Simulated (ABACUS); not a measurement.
Pt:

```
Pt
1.0
     0.00000    1.96090    1.96090
     1.96090    0.00000    1.96090
     1.96090    1.96090    0.00000
Pt
1
Cartesian
  0.0000 0.0000 0.0000
```

Base run:

```yaml
Program: ABACUS 3.10.1
Functional: TM
Potentials_or_basis: SG15 ONCV 1.2 PBE
Cutoff: 1320 eV
Density_cutoff: 5279 eV
Basis: plane waves
k_mesh: 8 × 8 × 8
Occupations: fermi-dirac, width 0.05 eV
Spin: no spin polarisation
```

Its results: band gap on the k mesh none (metal or under the smearing width); pressure -0.6 GPa.

The run is repeated on the same cell with these changes: functional from TM to TPSS. What comes out?

Band gap on the k mesh none (metal or under the smearing width); pressure 4.8 GPa.

Caveats: the potentials were made for another functional, which shifts forces and pressure.

Not every run made on this cell is shown here.
